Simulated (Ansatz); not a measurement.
# Stack of 1T-SiSe2 under 2H-TaSe2, upper layer turned by 180° in a perpendicular field

What dipole does a perpendicular field induce in the stack of 1T-SiSe2 under 2H-TaSe2, upper layer turned by 180°? A positive field points along +c.

Program: Ansatz 0.2.0. Level of theory: plane-wave DFT, PBE-D3(BJ), Ansatz PAW. Results are calculated unless marked as measured.

### 1. The structure

The cell holds 6 atoms: 4 Se, 1 Si and 1 Ta. Cell: a = 3.490 Å, b = 3.490 Å, c = 48.376 Å, α = 90.0°, β = 90.0°, γ = 120.0°. Regions: layer 1: 1T-SiSe2, 3 atoms (2 Se and 1 Si); layer 2: 2H-TaSe2, 3 atoms (2 Se and 1 Ta). Vacuum lies along c.

### 2. Relaxation

The starting cell is a guess, so the in-plane lattice and the atoms are relaxed first, with the slab cut off from its images along the normal.

The input, input.yaml:

```yaml
crystal:
  lattice:
    - [3.49, 0.0, 0.0]
    - [-1.745, 3.0224286592, 0.0]
    - [0.0, 0.0, 48.3757369549]
  atoms:
    - { symbol: Se, position: [0.6666666667, 0.3333333333, 0.4103296663] }
    - { symbol: Si, position: [0.0, 0.0, 0.4290172346] }
    - { symbol: Se, position: [0.3333333333, 0.6666666667, 0.4477048029] }
    - { symbol: Se, position: [0.0, 0.0, 0.511786514] }
    - { symbol: Ta, position: [0.3333333333, 0.6666666667, 0.5507284239], spin: 1.0 }
    - { symbol: Se, position: [0.0, 0.0, 0.5896703337] }
  periodic: [true, true, false]
magnetization:
  spin_polarized: true
kpoints:
  mp_grid: { grid: [12, 12, 1] }
hamiltonian:
  xc: pbe
  dispersion: d3bj
scf:
  occupations: { method: fermi_dirac, width: 0.05 }
  convergence: { dr2_threshold: 1.0e-09 }
relax:
  f_tol: 0.004
  max_steps: 90
  cell: {}
output:
  write_potential: true
  write_density: true
  volumetric_format: npy
```

Command:

```bash
$ ansatz run input.yaml --threads 4 --pin off --max-ram 6144MiB --backend cpu --events-out ev --progress --plain --runs-dir out
```

Numbers of over 12 decimals in the logs are rounded to 6 here.

Log:

```text
Warning: relax.cell: scf.convergence.dr2_threshold = 1e-9 eV is looser than the 1.72026658636e-10 eV advised for a relaxation that steers and ends on the stress (1e-10 eV for each atom of the cell: 6, times the square of relax.cell.stress_2d_tol = 0.05 N/m over 18.7 Å (the atoms' height at the walk's start and 5 Å past either face), 2.677e-2 GPa, over a crystal's default 0.05). What an SCF threshold leaves in a stress goes as its square root, and in the free energy as the threshold itself, and one threshold admits the most on a small cell: [figures from the program's tests cut] Set scf.convergence.dr2_threshold to 1.72026658636e-10 eV or tighter. [rest of the remark cut]
Engine: ansatz 0.2.0, x86_64-unknown-linux-gnu
Pseudopotentials: kind: paw
Pseudopotential: Se, paw, valence charge 16, recommended cutoff 420 eV (normal), Se.paw.azcp
Pseudopotential: Si, paw, valence charge 4, recommended cutoff 420 eV (normal), Si.paw.azcp
Pseudopotential: Ta, paw, valence charge 13, recommended cutoff 420 eV (normal), Ta.paw.azcp
Functional definition: PBE
  parameter kappa = 0.804
  parameter beta = 0.066725
  exchange = pbe_x(kappa = kappa, mu = beta*pi^2/3)
  correlation = pbe_c(beta = beta)
Crystal: 6 atoms, lattice volume = 510.281 Å³
Basis set: ecut = 420 eV, 9911 PW (Γ), exchange–correlation on 48×48×648 points (8 copies of the dense FFT grid, shifted against one another)
Bands: 50, of which v1, the nominal top of the filled ones, is band 41 counted from 1 (40 counted from 0)
Symmetry: 6 space group operations
Space group: P3m1 (ITA 156), of the structure as read, at distance tolerance 8.0e-5 Å
Magnetic group: BNS 156.49 (UNI 1279), of the structure as read, at distance tolerance 8.0e-5 Å
k-points: 19 of 144 (time reversal used)
Non-local potential: Se, projectors of the file, l = 0: 2, l = 1: 2, l = 2: 3, l = 3: 1
Non-local potential: Si, projectors of the file, l = 0: 2, l = 1: 2, l = 2: 2
Non-local potential: Ta, projectors of the file, l = 0: 3, l = 1: 2, l = 2: 2, l = 3: 1
PAW form: soft (Blöchl's): semilocal exchange-correlation on the pseudo side does not see the compensation charge
PAW one-centre angular grid: Se, 590 points (default); XC on 64 Gauss nodes
PAW one-centre angular grid: Si, 110 points (default); XC on 64 Gauss nodes
PAW one-centre angular grid: Ta, 590 points (default); XC on 64 Gauss nodes
Starting moments: Σ|m| = 1 μB on 1 of 6 sites
Initial wavefunctions: pseudopotential atomic-orbital guess
Functional: x = pbe(κ = 0.804, μ = 0.219515), c = pbe(β = 0.066725)
iter 1 solved again at ethr=3.04e-3 eV; its pass at ethr=3.10e-3 eV (dr2=2.46e0 eV) is discarded
SCF iter   1: F=—  HF=-32446.059612 eV  |F-HF|=—  |Δ(HF+E_count)|=         —  Δρ=1.04e-2 (↑1.04e-2 ↓9.49e-3)  dr2=2.47e0  dr2_m=2.51e-2  M=0.686 μB ∫|m|=0.821 μB  β_m=0.30  ethr=3.04e-3  ⟨swp⟩=1.9  Hψ=14579  notcnv=0
Mixer restart at iter 1: flushing history
preconditioner: auto → LDOS  [metal: Δε(μ)=0.005 eV  Ē_g=9.808 eV  σ=0.050 eV  W_gap=0.02  n_scr=30 (ndim 8)  ℏωp=9.4 eV  f_vac=0.741  D(μ)=1.86/eV (n_scr^D=12)]
spin=Collinear: LDOS preconditioning applied to the charge; magnetization (m = ρ↑ − ρ↓) channel mixes plain (no charge-response kernel on spin).
SCF iter   2: F=—  HF=-32445.587830 eV  |F-HF|=—  |Δ(HF+E_count)|=   4.72e-1  Δρ=6.87e-3 (↑6.87e-3 ↓6.22e-3)  dr2=8.28e-1  dr2_m=1.32e-2  M=0.686 μB ∫|m|=0.798 μB  β_m=0.47  ethr=3.04e-3  ⟨swp⟩=4.1  Hψ=3219  notcnv=0  defer=6
SCF iter   3: F=—  HF=-32445.410812 eV  |F-HF|=—  |Δ(HF+E_count)|=   1.77e-1  Δρ=2.15e-3 (↑2.15e-3 ↓2.06e-3)  dr2=8.50e-2  dr2_m=2.29e-3  M=0.669 μB ∫|m|=0.744 μB  β_m=0.50  ethr=1.02e-3  ⟨swp⟩=3.7  Hψ=3724  notcnv=0  defer=66
SCF iter   4: F=—  HF=-32445.414808 eV  |F-HF|=—  |Δ(HF+E_count)|=         —  Δρ=1.05e-3 (↑1.05e-3 ↓9.47e-4)  dr2=1.58e-2  dr2_m=2.81e-3  M=0.587 μB ∫|m|=0.635 μB  β_m=0.50  ethr=1.05e-4  ⟨swp⟩=3.7  Hψ=3662  notcnv=0  defer=96
SCF iter   5: F=—  HF=-32445.415331 eV  |F-HF|=—  |Δ(HF+E_count)|=   5.23e-4  Δρ=5.43e-4 (↑5.43e-4 ↓5.34e-4)  dr2=3.92e-3  dr2_m=9.98e-4  M=0.573 μB ∫|m|=0.615 μB  β_m=0.52  ethr=1.95e-5  ⟨swp⟩=3.3  Hψ=3516  notcnv=0  defer=96
SCF iter   6: F=—  HF=-32445.415557 eV  |F-HF|=—  |Δ(HF+E_count)|=   2.26e-4  Δρ=4.05e-4 (↑4.05e-4 ↓3.71e-4)  dr2=5.13e-4  dr2_m=6.02e-4  M=0.559 μB ∫|m|=0.598 μB  β_m=0.70  ethr=4.84e-6  ⟨swp⟩=3.5  Hψ=3322  notcnv=0  defer=96
SCF iter   7: F=—  HF=-32445.416168 eV  |F-HF|=—  |Δ(HF+E_count)|=   6.11e-4  Δρ=2.77e-4 (↑2.58e-4 ↓2.77e-4)  dr2=1.85e-4  dr2_m=2.94e-4  M=0.533 μB ∫|m|=0.567 μB  β_m=0.82  ethr=6.34e-7  ⟨swp⟩=3.7  Hψ=3483  notcnv=0  defer=96
SCF iter   8: F=—  HF=-32445.416598 eV  |F-HF|=—  |Δ(HF+E_count)|=   4.30e-4  Δρ=1.52e-4 (↑1.49e-4 ↓1.52e-4)  dr2=4.61e-5  dr2_m=1.01e-4  M=0.498 μB ∫|m|=0.528 μB  β_m=0.91  ethr=2.29e-7  ⟨swp⟩=3.6  Hψ=4444  notcnv=0  defer=96
SCF iter   9: F=—  HF=-32445.416963 eV  |F-HF|=—  |Δ(HF+E_count)|=   3.64e-4  Δρ=8.56e-5 (↑8.56e-5 ↓7.94e-5)  dr2=2.92e-5  dr2_m=2.78e-5  M=0.443 μB ∫|m|=0.469 μB  β_m=0.87  ethr=5.70e-8  ⟨swp⟩=4.2  Hψ=4404  notcnv=0  defer=96
SCF iter  10: F=—  HF=-32445.417141 eV  |F-HF|=—  |Δ(HF+E_count)|=   1.79e-4  Δρ=5.23e-5 (↑5.23e-5 ↓4.93e-5)  dr2=4.15e-6  dr2_m=1.16e-5  M=0.396 μB ∫|m|=0.419 μB  β_m=0.93  ethr=3.61e-8  ⟨swp⟩=4.2  Hψ=4483  notcnv=0  defer=96
SCF iter  11: F=—  HF=-32445.417273 eV  |F-HF|=—  |Δ(HF+E_count)|=   1.32e-4  Δρ=2.71e-5 (↑2.71e-5 ↓2.64e-5)  dr2=3.58e-6  dr2_m=3.05e-6  M=0.343 μB ∫|m|=0.365 μB  β_m=0.93  ethr=5.12e-9  ⟨swp⟩=5.2  Hψ=5250  notcnv=0  defer=96
SCF iter  12: F=—  HF=-32445.417310 eV  |F-HF|=—  |Δ(HF+E_count)|=   3.64e-5  Δρ=1.48e-5 (↑1.48e-5 ↓1.26e-5)  dr2=6.89e-6  dr2_m=5.06e-7  M=0.307 μB ∫|m|=0.328 μB  β_m=0.73  ethr=4.41e-9  ⟨swp⟩=4.4  Hψ=4748  notcnv=0  defer=96
SCF iter  13: F=—  HF=-32445.417312 eV  |F-HF|=—  |Δ(HF+E_count)|=   2.82e-6  Δρ=6.90e-6 (↑6.90e-6 ↓6.22e-6)  dr2=1.43e-6  dr2_m=1.34e-7  M=0.293 μB ∫|m|=0.312 μB  β_m=0.87  ethr=4.41e-9  ⟨swp⟩=4.0  Hψ=4337  notcnv=0  defer=96
SCF iter  14: F=—  HF=-32445.417312 eV  |F-HF|=—  |Δ(HF+E_count)|=   9.56e-8  Δρ=4.22e-6 (↑3.56e-6 ↓4.22e-6)  dr2=9.05e-7  dr2_m=2.95e-8  M=0.281 μB ∫|m|=0.300 μB  β_m=0.74  ethr=1.77e-9  ⟨swp⟩=4.5  Hψ=4584  notcnv=0  defer=96
SCF iter  15: F=—  HF=-32445.417312 eV  |F-HF|=—  |Δ(HF+E_count)|=   2.68e-8  Δρ=4.83e-6 (↑4.83e-6 ↓4.05e-6)  dr2=1.59e-6  dr2_m=6.95e-8  M=0.279 μB ∫|m|=0.298 μB  β_m=0.59  ethr=1.12e-9  ⟨swp⟩=3.1  Hψ=3183  notcnv=0  defer=96
[...]
relax step   8: F+E_penalty+E_count = -32449.87454218 eV  Δ(F+E_penalty+E_count) = -3.033e-5 eV  max|allowed force component| = 4.157e-4 eV/Å  Δτ_max = 0.0022 Å  P = +0.000 N/m  Ω = 498.800 Å³  energy of the carried Pulay correction = +3.801e-4 eV  fix = [c, alpha, beta]  reactions: c +0.000 N/m  (9 SCF iters, accepted)
Initial wavefunctions: pseudopotential atomic-orbital guess (no wavefunctions were taken with the density)
iter 1 solved again at ethr=7.38e-7 eV; its pass at ethr=3.10e-3 eV (dr2=5.98e-4 eV) is discarded
SCF iter   1: F=—  HF=-32449.874201 eV  |F-HF|=—  |Δ(HF+E_count)|=         —  Δρ=5.08e-6 (↑5.08e-6 ↓5.07e-6)  dr2=7.76e-8  dr2_m=1.98e-11  M=0.000 μB ∫|m|=0.000 μB  β_m=0.65  ethr=7.38e-7  ⟨swp⟩=6.4  Hψ=18392  notcnv=0
eigensolver tolerance schedule: the retry pair's looser diagonalisation over-reported the residual by 7698.23 of it (diagonalisation noise at an unbounded share of the residual, at the tolerance the schedule requests for it); recorded, not acted on — ethr = c·dr2/N_el stays at c = 1.0e-1
spin=Collinear: Resta preconditioning applied to the charge; magnetization (m = ρ↑ − ρ↓) channel mixes plain (no charge-response kernel on spin).
SCF iter   2: F=—  HF=-32449.874216 eV  |F-HF|=—  |Δ(HF+E_count)|=   1.50e-5  Δρ=2.18e-6 (↑2.17e-6 ↓2.18e-6)  dr2=5.46e-8  dr2_m=1.01e-11  M=0.000 μB ∫|m|=0.000 μB  β_m=0.45  ethr=9.59e-11  ⟨swp⟩=5.9  Hψ=6608  notcnv=0
SCF iter   3: F=—  HF=-32449.874216 eV  |F-HF|=—  |Δ(HF+E_count)|=   6.36e-9  Δρ=1.44e-6 (↑1.44e-6 ↓1.43e-6)  dr2=3.11e-8  dr2_m=9.48e-12  M=0.000 μB ∫|m|=0.000 μB  β_m=0.51  ethr=6.74e-11  ⟨swp⟩=2.9  Hψ=3765  notcnv=0
SCF iter   4: F=—  HF=-32449.874216 eV  |F-HF|=—  |Δ(HF+E_count)|=   1.63e-8  Δρ=8.41e-7 (↑8.41e-7 ↓8.41e-7)  dr2=1.65e-7  dr2_m=6.73e-12  M=0.000 μB ∫|m|=0.000 μB  β_m=0.36  ethr=3.84e-11  ⟨swp⟩=3.0  Hψ=2844  notcnv=0  recentre
SCF iter   5: F=—  HF=-32449.874216 eV  |F-HF|=—  |Δ(HF+E_count)|=   7.83e-9  Δρ=4.09e-7 (↑4.09e-7 ↓3.95e-7)  dr2=3.07e-9  dr2_m=5.58e-12  M=0.000 μB ∫|m|=0.000 μB  β_m=0.45  ethr=3.84e-11  ⟨swp⟩=3.0  Hψ=2734  notcnv=0
SCF iter   6: F=—  HF=-32449.874216 eV  |F-HF|=—  |Δ(HF+E_count)|=  8.04e-10  Δρ=1.03e-7 (↑1.03e-7 ↓9.39e-8)  dr2=8.36e-11  dr2_m=3.37e-12  M=0.000 μB ∫|m|=0.000 μB  β_m=0.48  ethr=3.78e-12  ⟨swp⟩=2.9  Hψ=2940  notcnv=0
SCF iter   7: F=-32449.874216 eV  HF=-32449.874216 eV  |F-HF|=1.16e-10  |Δ(HF+E_count)|=  1.16e-10  Δρ=5.24e-8 (↑5.24e-8 ↓3.63e-8)  dr2=1.14e-10  dr2_m=1.15e-12  M=0.000 μB ∫|m|=0.000 μB  ethr=1.00e-12  ⟨swp⟩=13.0  Hψ=13076  notcnv=0
the starting moments were not kept: the SCF closed with an absolute magnetisation of 9.6e-6 μB, where they sum to 1 μB in size (1 site). That is at most 0.1 of that sum. Measured as dr2_m measures the in/out step, that magnetisation stands 1.1e-11 eV from none, at or under the dr2_threshold of 1.0e-9 eV: it is no larger than a step whose dr2_m would equal this threshold.
SCF 9 converged in 7 iterations: F = -32449.874216 eV  dr2 = 1.14e-10
relax step   9: F+E_penalty+E_count = -32449.87421576 eV  Δ(F+E_penalty+E_count) = +3.264e-4 eV  max|allowed force component| = 4.922e-4 eV/Å  Δτ_max = 0.0000 Å  P = -0.004 N/m  Ω = 498.800 Å³  fix = [c, alpha, beta]  reactions: c -0.000 N/m  stress off target by 3.88e-3 N/m on what of the cell is left free  SCF on the basis re-selected at this cell (its energy is not comparable with the rows above)  (7 SCF iters)
basis re-selected at this cell: Δ(F+E_penalty+E_count) = +3.264e-4 eV, ΔP = -0.004 N/m vs the last step (what re-selecting the basis moved, of the pressure what is left beyond the Pulay correction that the steps carried, after the strain that the cell walked since its last selection, with what the two solves' SCF thresholds leave and, on support functions, any second-order correction that the steps lacked; it is no m [...]
WARN: The output density's exchange-correlation potential varies sharply where the density is thin. Do not read a vacuum level from v_tot or v_xc, or from such a field of the output density. On a cell that repeats whose density bears no net charge and no dipole along the vacuum's axis use v_es (v_loc + v_h of the components); under efield.dipole_correction with no amplitude use v_es + v_field, which holds any externa [...]
SCF converged after 7 iterations
Magnetization: 0.0000 μB (40.5000 up, 40.5000 down)
Absolute magnetization: 0.0000 μB (∫|ρ↑−ρ↓|, with the PAW one-centre terms)
Spin contamination: 0.0000 ħ² per cell (⟨S²⟩ above its minimum at these occupations)
Per-site moments (μB) at R_I (Å): [(-2.0154459748363708e-8, 1.014054), (-1.3508477350017776e-8, 1.014054), (-3.0860334201254585e-8, 1.014487), (2.6019091882303057e-8, 1.071377), (4.5739524321122895e-6, 1.071377), (1.122152629135232e-7, 1.075824)]
Free energy (F): -32449.874216 eV
Harris-Foulkes:  -32449.874216 eV  (|F-HF|=1.16e-10)
Internal energy: -32449.854856 eV  (E = F + TS)
E sigma→0 (E₀):  -32449.864536 eV
Entropy (-TS):   -0.019360 eV (-3.227 meV/atom)
Fermi energy:    -5.388038 eV
--- Per-component energies (eV) ---
  E_band       = -2850.657131
  E_kinetic    = 885.491259
  E_local      = -482551.806728  (includes V_loc(G=0)·N_el)
  E_nonlocal   = -2345.187050
  E_hartree    = 240523.274015
  E_xc         = -692.944884
  E_vxc        = -646.913613  (∫ρ·V_xc dr)
  E_paw        = -16553.801908  (= ΣΔE_a)
  E_vpaw       = 761.212447  (= ΣTr[D̂ρ^β])
  E_aug_tail   = -0.002223  (compensation charges beyond the density's cutoff)
  E_ewald      = 228287.235411
  E_disp       = -2.112747  (pairwise vdW)
  E_smearing   = -0.019360  (= −TS)
  E_closure    = 0.000000  (closes the sum)
  Σ components = -32449.874216   (vs F -32449.874216, Δ=0.00e0)
--- Forces (eV/Å), atoms counted from 1 ---
  atom   1  Se     0.00000000    -0.00000000     0.00012837
  atom   2  Si    -0.00000000    -0.00000000     0.00025895
  atom   3  Se     0.00000000     0.00000000     0.00011984
  atom   4  Se     0.00000000     0.00000000    -0.00049210
  atom   5  Ta     0.00000000     0.00000000    -0.00024563
  atom   6  Se     0.00000000     0.00000000     0.00023097
  max |Σ_I F_I| component: 4.09e-7 eV/Å
--- 2D stress c σ (N/m, compression-positive) ---
       -0.003881      -0.000000      -0.000000
       -0.000000      -0.003881      -0.000000
       -0.000000      -0.000000      -0.000000
  P = ½ c Tr σ = -0.0039 N/m
--- Band table (eV; the first three rows and the last of 38) ---
  k-point 0 ↑: bands = [... 37 lower, -6.0377, -5.8698, -5.8698, -4.6199, -2.8778, -2.1739, -2.1739, -2.0769, ... 5 higher]
  k-point 1 ↑: bands = [... 37 lower, -6.2964, -6.0449, -5.5970, -4.6713, -2.5776, -2.3375, -2.1678, -2.1672, ... 5 higher]
  k-point 2 ↑: bands = [... 37 lower, -6.7797, -6.1592, -5.5758, -4.9887, -2.8211, -2.5973, -2.3570, -2.3343, ... 5 higher]
  k-point 18 ↓: bands = [... 37 lower, -7.1838, -6.9891, -6.9171, -4.7143, -3.5832, -3.2143, -1.8192, -1.2182, ... 5 higher]
  the weakly bound empty levels are not read free of the cell's end (no_gap_told)
--- Relaxed structure (8 steps of the walk, 8 accepted, 1 SCFs on fresh bases) ---
  F+E_penalty+E_count = -32449.87421576 eV   max|allowed force component| = 4.922e-4 eV/Å   (the final SCF, on the basis selected at the relaxed cell)
  cell:  # Å, volume = 498.8003 Å³
    - [3.450518, -1.4611440044270845e-18, 0]
    - [-1.725259, 2.988236, 0]
    - [0, 0, 48.3757369549]
  atoms:
    - { symbol: Se, position: [0.666667, 0.333333, 0.396640] }
    - { symbol: Si, position: [-1.6340823481861134e-17, -1.850371707924006e-17, 0.426415] }
    - { symbol: Se, position: [0.333333, 0.666667, 0.456226] }
    - { symbol: Se, position: [-1.6128237031249713e-18, -1.850371707924006e-17, 0.518754] }
    - { symbol: Ta, position: [0.333333, 0.666667, 0.553203] }
    - { symbol: Se, position: [-1.4909175436323033e-17, -1.850371707924006e-17, 0.587998] }
```

It took 3.8 min on 4 threads of Intel Xeon Platinum 8375C at 2.90GHz (Ice Lake), shared host; peak memory 1.5 GiB.

Step by step:

```csv
step,energy less that of the first step (eV),largest force component (eV/Å),volume (Å³)
1,0.0000,7.1576,510.28
2,-2.7837,4.4395,514.23
3,-4.1329,1.9639,509.67
4,-4.4424,0.1963,495.44
5,-4.4470,0.2821,500.15
6,-4.4571,0.0128,498.76
7,-4.4572,0.0182,498.93
8,-4.4572,0.0004,498.80
9*,-4.4569,0.0005,498.80
```

Relaxation steps marked * repeat the geometry before them on a plane-wave basis chosen anew for their cell, so energy and pressure can jump there.

Forces are held to the 6 operations that the run works with; a distortion that breaks them can't arise in this run.

```csv
cell as run,before,after,change
a (Å),3.490,3.451,-1.1 %
b (Å),3.490,3.451,-1.1 %
```

The atoms that moved most (Å, along periodic axes as changes of fractional coordinates times the final cell, across vacuum about the mean position):

```csv
atom,dx,dy,dz,length
Se1,0.000,0.000,-0.662,0.662
Se3,0.000,0.000,0.412,0.412
Se4,0.000,0.000,0.337,0.337
Si2,0.000,0.000,-0.126,0.126
Ta5,0.000,0.000,0.120,0.120
Se6,0.000,0.000,-0.081,0.081
```

The relaxed structure:

```xyz
6
Lattice="3.4505 0.0000 0.0000 -1.7253 2.9882 0.0000 0.0000 0.0000 48.3757" Properties=species:S:1:pos:R:3
Se    1.7253    0.9961   19.1878
Si    0.0000    0.0000   20.6281
Se    0.0000    1.9922   22.0703
Se    0.0000    0.0000   25.0951
Ta    0.0000    1.9922   26.7616
Se    0.0000    0.0000   28.4448
```

This step gave:

| Item | Value |
| --- | --- |
| energy at zero smearing | -32449.8645 eV |

The lattice constant a goes from 3.490 to 3.451 Å.

[end of part 1 of 3]

[Logs are printed without paths, hosts, clocks, repeated set-up lines and the standing remarks that a program may print on its own settings, such as how far it seeks lower states.]

[Hosts, paths, dates, database ids (printed as entryN), source tags and the programs' standing remarks are cut or masked in the printed files.]

[Maps of the electrostatic potential energy from Ansatz leave out the sawtooth potential of an applied field or a dipole correction, so their vacuum need not be flat; planar profiles and work functions include it.]
